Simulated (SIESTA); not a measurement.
The system is Pd.

```xyz
2
Lattice="2.7837 0.0000 0.0000 -1.3918 2.4107 0.0000 0.0000 0.0000 4.6289" Properties=species:S:1:pos:R:3 pbc="T T T"
Pd    0.0000    1.6071    1.1572
Pd    1.3918    0.8036    3.4717
```

This isn't the form of Pd at room conditions, which is fcc.

Base run:

```yaml
Program: SIESTA 5.4.2
Functional: PBE
Potentials_or_basis: PseudoDojo 0.4 standard (PBE files)
Basis: DZP (energy shift 0.003 Ry; two zetas on semicore shells)
Grid_cutoff: 800 Ry
Energy_shift: 0.003 Ry
k_mesh: 11 × 11 × 6
Occupations: fermi-dirac, width 0.05 eV
Spin: no spin polarisation
```

Its results: band gap on the k mesh none (metal or under the smearing width); pressure -0.3 GPa.

Problem. The run is repeated on the same cell with these changes: functional from PBE to PBEsol; potentials or basis from PseudoDojo 0.4 standard (PBE files) to PseudoDojo 0.4 standard (PBEsol files). What comes out?

Solution. Band gap on the k mesh none (metal or under the smearing width); pressure -9.3 GPa.

Caveats: the basis of atomic orbitals isn't converged, which shifts pressures, moduli and gaps.
